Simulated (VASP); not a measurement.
# P (R-3m) in VASP: equation of state, part 2 of 2

VASP 6.6.1.

**4. Equation of state, PBE, 15.82 Å³/atom (volume scaled by 0.98)**

Contents of INCAR:

```
SYSTEM = P
ALGO = Normal ; EDIFF = 1E-7
ENCUT = 520 ; GGA = PE
ISIF = 2 ; ISMEAR = -1
LASPH = .TRUE. ; LCHARG = .FALSE.
LREAL = .FALSE. ; LWAVE = .FALSE.
NBANDS = 12 ; NELM = 80
PREC = Accurate ; SIGMA = 0.05
```

Contents of KPOINTS:

```
k-points
0
G
  9 9 9
  0 0 0
```

Contents of POSCAR:

```
P
1.0
    1.7141427808      0.9896607960      3.1086748154
   -1.7141427808      0.9896607960      3.1086748154
    0.0000000000     -1.9793215919      3.1086748154
P
2
Direct
    0.7729197500      0.7729197500      0.7729197500
    0.2270802500      0.2270802500      0.2270802500
```

Potentials or basis: VASP PAW PBE potentials, release 64 (P).

Started as:

```sh
$ cat potpaw_PBE.64/P/POTCAR > POTCAR
$ mpirun -np 1 vasp_std > vasp.out
```

OUTCAR:

```text
SYSTEM = P
   EDIFF = 1E-7
   ENCUT = 520
   GGA = PE
   ISIF = 2
   ISMEAR = -1
   LASPH = .TRUE.
   LREAL = .FALSE.
   NELM = 80
   PREC = Accurate

 ion  position               nearest neighbor table
   1  0.773  0.773  0.773-   2 2.28   2 2.28   2 2.28   2 2.80   2 2.80   2 2.80
   2  0.227  0.227  0.227-   1 2.28   1 2.28   1 2.28   1 2.80   1 2.80   1 2.80

  LATTYP: Found a trigonal (rhomboedric) cell.
 ALAT       =     3.6853185849
 COS(alpha) =     0.5673129383

  Lattice vectors:

 A1 = (   1.7141427808,   0.9896607960,   3.1086748154)
 A2 = (  -1.7141427808,   0.9896607960,   3.1086748154)
 A3 = (   0.0000000000,  -1.9793215919,   3.1086748154)

Analysis of symmetry for initial positions (statically):
=====================================================================
 Subroutine PRICEL returns:
 Original cell was already a primitive cell.

 Routine SETGRP: Setting up the symmetry group for a
 trigonal (rhombohedral) supercell.

 Subroutine GETGRP returns: Found 12 space group operations
 (whereof 12 operations were pure point group operations)
 out of a pool of 12 trial point group operations.

The static configuration has the point symmetry D_3d.

Analysis of symmetry for dynamics (positions and initial velocities):
=====================================================================
 Subroutine PRICEL returns:
 Original cell was already a primitive cell.

 Routine SETGRP: Setting up the symmetry group for a
 trigonal (rhombohedral) supercell.

 Subroutine GETGRP returns: Found 12 space group operations
 (whereof 12 operations were pure point group operations)
 out of a pool of 12 trial point group operations.

The dynamic configuration has the point symmetry D_3d.

 Subroutine INISYM returns: Found 12 space group operations
 (whereof 12 operations are pure point group operations),
 and found     1 'primitive' translations

----------------------------------------------------------------------------------------

                                     Primitive cell

  volume of cell :      31.6417

  direct lattice vectors                    reciprocal lattice vectors
     1.714142781  0.989660796  3.108674815     0.291690987  0.168407870  0.107226826
    -1.714142781  0.989660796  3.108674815    -0.291690987  0.168407870  0.107226826
     0.000000000 -1.979321592  3.108674815     0.000000000 -0.336815740  0.107226826

  length of vectors
     3.685318585  3.685318585  3.685318585     0.353471972  0.353471972  0.353471972

  position of ions in fractional coordinates (direct lattice)
     0.772919750  0.772919750  0.772919750
     0.227080250  0.227080250  0.227080250

  ion indices of the primitive-cell ions
   primitive index   ion index
                 1           1
                 2           2

----------------------------------------------------------------------------------------

 KPOINTS: k-points

Automatic generation of k-mesh.
 Grid dimensions read from file:
 generate k-points for:    9    9    9

 Generating k-lattice:

  Cartesian coordinates                     Fractional coordinates (reciprocal lattice)
     0.032410110  0.018711986  0.011914092     0.111111111 -0.000000000  0.000000000
    -0.032410110  0.018711986  0.011914092    -0.000000000  0.111111111  0.000000000
     0.000000000 -0.037423971  0.011914092     0.000000000  0.000000000  0.111111111

  Length of vectors
     0.039274664  0.039274664  0.039274664

  Shift w.r.t. Gamma in fractional coordinates (k-lattice)
     0.000000000  0.000000000  0.000000000

 Subroutine IBZKPT returns following result:
 ===========================================

 Found     85 irreducible k-points:

 Following reciprocal coordinates:
            Coordinates               Weight
  0.000000  0.000000  0.000000      1.000000
  0.111111  0.000000 -0.000000      6.000000
  0.222222  0.000000 -0.000000      6.000000
  0.333333 -0.000000  0.000000      6.000000
  0.444444  0.000000 -0.000000      6.000000
  0.111111  0.111111  0.000000      6.000000
[... 42 lines left out ...]
 -0.333333  0.444444  0.111111     12.000000
 -0.222222  0.444444  0.111111     12.000000
 [... further k-points ...]
   k-points           NKPTS =     85   k-points in BZ     NKDIM =     85   number of bands    NBANDS=     12
   number of dos      NEDOS =    301   number of ions     NIONS =      2
   total plane-waves  NPLWV =  21952
   dimension x,y,z NGX =    28 NGY =   28 NGZ =   28
   dimension x,y,z NGXF=    56 NGYF=   56 NGZF=   56
   ions per type =               2
   NGX,Y,Z   is equivalent  to a cutoff of  12.63, 12.63, 12.63 a.u.
   NGXF,Y,Z  is equivalent  to a cutoff of  25.26, 25.26, 25.26 a.u.
 SYSTEM =  P
   PREC   = accura    normal or accurate (medium, high low for compatibility)
   ISTART =      0    job   : 0-new  1-cont  2-samecut
   ICHARG =      2    charge: 1-file 2-atom 10-const
   ISPIN  =      1    spin polarized calculation?
   LNONCOLLINEAR =      F non collinear calculations
   LSORBIT =      F    spin-orbit coupling
   LASPH  =      T    aspherical Exc in radial PAW
   ENCUT  =  520.0 eV  38.22 Ry    6.18 a.u.   6.85  6.85  6.85*2*pi/ulx,y,z
   NELM   =     80;   NELMIN=  2; NELMDL= -5     # of ELM steps
   EDIFF  = 0.1E-06   stopping-criterion for ELM
   LREAL  =      F    real-space projection
   EDIFFG = 0.1E-05   stopping-criterion for IOM
   NSW    =      0    number of steps for IOM
   IBRION =     -1    ionic relax: 0-MD 1-quasi-New 2-CG
   NFREE  =      0    steps in history (QN), initial steepest desc. (CG)
   ISIF   =      2    stress and relaxation
   ISYM   =      2    0-nonsym 1-usesym 2-fastsym
   POTIM  = 0.5000    time-step for ionic-motion
   TEBEG  =    0.0;   TEEND  =   0.0 temperature during run
   PSTRESS=    0.0 pullay stress
   NELECT =      10.0000    total number of electrons
   NUPDOWN=      -1.0000    fix difference up-down
   EMIN   =  10.00;   EMAX   =-10.00  energy-range for DOS
   EFERMI =   0.00;   METHOD = LEGACY
   ISMEAR =    -1;   SIGMA  =   0.05  broadening in eV -4-tet -1-fermi 0-gaus
   EFERMI_NEDOS =   21; number of points for ismear=-14 and -15
   IALGO  =     38    algorithm
   IMIX   =      4    mixing-type and parameters
     AMIX     =   0.40;   BMIX     =  1.00
     AMIX_MAG =   1.60;   BMIX_MAG =  1.00
  volume/ion in A,a.u.               =      15.82       106.76
  Fermi-wavevector in a.u.,A,eV,Ry     =   1.115120  2.107271 16.918738  1.243492
  Thomas-Fermi vector in A             =   2.251721
   LORBIT       =      0    0 simple, 1 ext, 2 COOP (PROOUT), +10 PAW based schemes
   GGA     = PE    functional components
   LHFCALC =     F    Hartree Fock is set to
   AEXX    =    0.0000 exact exchange contribution
   IVDW    =     0    specifies the selected vdW correction
   LEPSILON=     F    determine dielectric tensor
   LRPA    =     F    only Hartree local field effects (RPA)
 non-spin polarized calculation
  energy-cutoff  :      520.00
  volume of cell :       31.64
 maximum number of plane-waves:       867
   NGX = 13   NGY = 13   NGZ = 13

 number of electron      10.0000000 magnetization

 Free energy of the ion-electron system (eV)
  ---------------------------------------------------
  ext. energy  EPLUGINS =         0.00000000
  ---------------------------------------------------
  free energy    TOTEN  =       -10.64485978 eV

  energy without entropy =      -10.64260254  energy(sigma->0) =      -10.64373116

 E-fermi :   9.2974     XC(G=0): -10.8424

 val. band max:        9.2849122260   @ k =   0.4444   0.4444  -0.0000
 cond. band min:       9.3701654993   @ k =  -0.3333   0.1111   0.0000
 fundamental gap:      0.0852532732
 Fermi energy:         9.2973905599

 k-point     1 :       0.0000    0.0000    0.0000
  band No.  band energies     occupation
      1      -7.4796      2.00000
      2       5.7619      2.00000
      3       6.0380      2.00000
      4       6.3063      2.00000
      5       6.3063      2.00000
      6      10.6028      0.00000
      7      11.9030      0.00000
      8      11.9030      0.00000
      9      15.0574      0.00000
     10      15.0574      0.00000
     11      16.3642      0.00000
     12      16.3653      0.00000
[... 571 lines left out ...]
 k-point    40 :      -0.1111    0.2222    0.1111
  band No.  band energies     occupation
      1      -6.1274      2.00000
      2       1.2696      2.00000
      3       4.1284      2.00000
      4       5.9295      2.00000
      5       6.7574      2.00000
      6      10.5059      0.00000
      7      11.4888      0.00000
      8      12.0246      0.00000
      9      14.1266      0.00000
     10      16.6631      0.00000
     11      17.8186      0.00000
     12      19.1319      0.00000

 [... further k-points ...]
[... 5 lines left out ...]
  --------------------------------------------------------------------------------------
  -------------------------------------------------------------------------------------
  Total        0.7828232      0.7828232      0.4070633      0.0000000      0.0000000      0.0000000
  in kB       39.6382384     39.6382384     20.6116461      0.0000000      0.0000000      0.0000000
  external PRESSURE =      33.2960410 kB  Pullay stress =       0.0000000 kB

 VOLUME and BASIS-vectors are now :
 -----------------------------------------------------------------------------
  energy-cutoff  :      520.00
  volume of cell :       31.64
      direct lattice vectors                 reciprocal lattice vectors
     1.714142781  0.989660796  3.108674815     0.291690987  0.168407870  0.107226826
    -1.714142781  0.989660796  3.108674815    -0.291690987  0.168407870  0.107226826
     0.000000000 -1.979321592  3.108674815     0.000000000 -0.336815740  0.107226826

 POSITION                                       TOTAL-FORCE (eV/Angst)
 -----------------------------------------------------------------------------------
      0.00000      0.00000      7.20827         0.000000     -0.000000     -0.312868
      0.00000      0.00000      2.11776         0.000000      0.000000      0.312868
 -----------------------------------------------------------------------------------
    total drift:                                0.000000     -0.000000     -0.000000

  FREE ENERGIE OF THE ION-ELECTRON SYSTEM (eV)
  ---------------------------------------------------
  free  energy   TOTEN  =       -10.6448597848 eV

  energy  without entropy=      -10.6426025369  energy(sigma->0) =      -10.64373116
```

Wall time 30 s (1 thread of Intel Xeon Platinum 8488C (Sapphire Rapids), shared host); peak memory 0.16 GiB.

Results:

```yaml
Free_energy: -10.6449 eV
Pressure: 3.3 GPa
Largest_force: 0.313 eV/Å
Band_gap_on_the_k_mesh: none (metal or under the smearing width)
```

**5. Equation of state, PBE, 16.47 Å³/atom (volume scaled by 1.02)**

Contents of INCAR:

```
PREC = Accurate ; ENCUT = 520
EDIFF = 1E-7 ; ISMEAR = -1
SIGMA = 0.05 ; LREAL = False
LASPH = True ; NELM = 60
ALGO = Normal ; ISIF = 2
LWAVE = False ; LCHARG = False
GGA = PE ; NBANDS = 12
```

Contents of KPOINTS:

```
Automatic mesh
0
Gamma
  9 9 9
```

Contents of POSCAR:

```
P
1.0
    1.7371541546      1.0029464188      3.1504069738
   -1.7371541546      1.0029464188      3.1504069738
    0.0000000000     -2.0058928376      3.1504069738
P
2
Direct
    0.7729197500      0.7729197500      0.7729197500
    0.2270802500      0.2270802500      0.2270802500
```

Started as:

```sh
$ cat potpaw_PBE.64/P/POTCAR > POTCAR
$ mpirun -np 1 vasp_std > vasp.out
```

Wall time 22 s (1 thread of Intel Xeon Platinum 8488C (Sapphire Rapids), shared host); peak memory 0.15 GiB.

It converged, with:

| Item | Value |
| --- | --- |
| Free energy | -10.6573 eV |
| Pressure | -0.2 GPa |
| Largest force | 0.053 eV/Å |
| Band gap on the k mesh | none (metal or under the smearing width) |

**6. Equation of state, PBE, 16.79 Å³/atom (volume scaled by 1.04)**

Contents of INCAR:

```
ALGO     = Normal         # electronic algorithm
EDIFF    = 1E-7           # SCF threshold, eV
ENCUT    = 520            # plane-wave cutoff, eV
GGA      = PE             # functional
ISIF     = 2              # what is computed and relaxed
ISMEAR   = -1             # smearing method
LASPH    = True           # aspherical terms in the spheres
LCHARG   = False          # write CHGCAR
LREAL    = False          # projectors in reciprocal space
LWAVE    = False          # write WAVECAR
NBANDS   = 12             # bands
NELM     = 80             # most SCF steps
PREC     = Accurate       # precision mode
SIGMA    = 0.05           # smearing width, eV
```

Contents of KPOINTS:

```
k-points
0
Gamma
  9 9 9
```

Contents of POSCAR:

```
P
1.0
    1.7484346925      1.0094592404      3.1708647352
   -1.7484346925      1.0094592404      3.1708647352
    0.0000000000     -2.0189184807      3.1708647352
P
2
Direct
    0.7729197500      0.7729197500      0.7729197500
    0.2270802500      0.2270802500      0.2270802500
```

Potentials or basis: VASP PAW PBE potentials, release 64 (P).

Started as:

```sh
$ cat potpaw_PBE.64/P/POTCAR > POTCAR
$ mpirun -np 1 vasp_std > vasp.out
```

Run time: 22 s. Hardware: 1 thread of Intel Xeon Platinum 8488C (Sapphire Rapids), shared host; peak memory 0.15 GiB.

The run converged. Its results:

| Quantity | Value |
| --- | --- |
| Free energy | -10.6532 eV |
| Pressure | -1.8 GPa |
| Largest force | 0.083 eV/Å |
| Band gap on the k mesh | none (metal or under the smearing width) |

**7. Equation of state, PBE, 17.11 Å³/atom (volume scaled by 1.06)**

Contents of INCAR:

```
SYSTEM = P
PREC     = Accurate       ! precision mode
ENCUT    = 520            ! plane-wave cutoff, eV
EDIFF    = 1E-7           ! SCF threshold, eV
ISMEAR   = -1             ! smearing method
SIGMA    = 0.05           ! smearing width, eV
LREAL    = .FALSE.        ! projectors in reciprocal space
LASPH    = .TRUE.         ! aspherical terms in the spheres
NELM     = 60             ! most SCF steps
ALGO     = Normal         ! electronic algorithm
ISIF     = 2              ! what is computed and relaxed
LWAVE    = .FALSE.        ! write WAVECAR
LCHARG   = .FALSE.        ! write CHGCAR
GGA      = PE             ! functional
NBANDS   = 12             ! bands
```

Contents of KPOINTS:

```
Automatic mesh
0
G
  9 9 9
  0 0 0
```

Contents of POSCAR:

```
P
1.0
    1.7595715195      1.0158890905      3.1910618704
   -1.7595715195      1.0158890905      3.1910618704
    0.0000000000     -2.0317781808      3.1910618704
P
2
Direct
    0.7729197500      0.7729197500      0.7729197500
    0.2270802500      0.2270802500      0.2270802500
```

Started as:

```sh
$ cat potpaw_PBE.64/P/POTCAR > POTCAR
$ mpirun -np 1 vasp_std > vasp.out
```

Wall time 23 s (1 thread of Intel Xeon Platinum 8488C (Sapphire Rapids), shared host); peak memory 0.15 GiB.

The run converged. Its results:

| Quantity | Value |
| --- | --- |
| Free energy | -10.6429 eV |
| Pressure | -3.3 GPa |
| Largest force | 0.206 eV/Å |
| Band gap on the k mesh | none (metal or under the smearing width) |

**8. Equation of state, PBE**

Potentials or basis: VASP PAW PBE potentials, release 64 (P).

No new run: the results of the series are fitted here.

Results:

```yaml
Equilibrium_volume: 16.42 Å³/atom
Bulk_modulus_at_fixed_shape_and_positions: 85 GPa
Pressure_derivative_of_the_bulk_modulus: "3.6 (rough: it moves with the points fitted)"
```

Energy against volume, from the lowest point:
```tsv
volume (Å³/atom)	energy (meV/atom)
15.175	28.36
15.498	15.05
15.821	6.20
16.144	1.34
16.467	0.00
16.789	2.01
17.112	7.15
```

Caveat: the cell was scaled at fixed shape and fractional positions, which overstates the stiffness of a crystal with free parameters, most of all of layers and chains.
